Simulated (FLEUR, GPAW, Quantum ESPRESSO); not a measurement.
## Pb: 3 runs at one level of theory

```xyz
3
Lattice="3.4800 0.0000 0.0000 -1.7400 3.0138 0.0000 0.0000 0.0000 20.5900" Properties=species:S:1:pos:R:3 pbc="T T T"
Pb    0.0000    2.0092    7.5000
Pb    1.7400    1.0046   10.2950
Pb    0.0000    2.0092   13.0900
```

Alike in all runs: functional PBE; k mesh 9 × 9 × 1; occupations fermi-dirac, width 0.05 eV; no spin polarisation; no spin-orbit coupling.

```csv
program and potentials,plane-wave cutoff (eV),notes,largest force (eV/Å)
"Quantum ESPRESSO, PseudoDojo 0.4.1 SR PBE standard",762,-,?
"GPAW, GPAW PAW data sets (gpaw-data 1.2.1)",450,-,0.203
"FLEUR, all-electron, FLAPW",-,-,0.228
```

Task: Estimate from the other rows what the run with Quantum ESPRESSO, PseudoDojo 0.4.1 SR PBE standard gave.

Result: Largest force 0.232 eV/Å. The other rows, which needn't bracket it: largest force 0.203 to 0.228.
